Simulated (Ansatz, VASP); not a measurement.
**ZnO in VASP and in Ansatz**

```
Zn O
1.0
     3.23091    0.00000    0.00000
    -1.61545    2.79805    0.00000
     0.00000    0.00000    5.21561
Zn O
2 2
Direct
  0.33333 0.66667 0.98337
  0.66667 0.33333 0.48337
  0.33333 0.66667 0.39863
  0.66667 0.33333 0.89863
```

Change from the starting cell: polar distortion scaled by 0.70.

Alike in both runs: task single point; functional PBEsol; k mesh 9 × 9 × 6; no spin polarisation.

```csv
,VASP,Ansatz
version,VASP 6.6.1,Ansatz 0.2.0
potentials or method,"VASP PAW PBE potentials, release 64 (Zn, O)","scalar-relativistic, plane waves, PAW"
plane-wave cutoff (eV),520,420
occupations,"gaussian, width 0.01 eV",fixed
valence electrons in the cell,36,36
```

VASP gave:

| Quantity | Value |
| --- | --- |
| gap on the k mesh at the Fermi level (eV) | 0.73 |
| least direct gap on the mesh (eV) | 0.73 |
| pressure (GPa) | 2.9 |
| largest component of the traceless stress (GPa) | 7.92 |
| rms of the force components (eV/Å) | 0.377 |

Task: Estimate Ansatz's values.

Result: gap on the k mesh at the Fermi level (eV): 0.74; least direct gap on the mesh (eV): 0.74; pressure (GPa): 2.0; largest component of the traceless stress (GPa): 7.41; rms of the force components (eV/Å): 0.363.

Atom by atom the forces differ by 0.014 eV/Å (rms over components). Ansatz warned: «pseudo_functional_mismatch».

Caveats: the PAW data sets were made with another functional, which shifts forces and pressure a little (VASP).
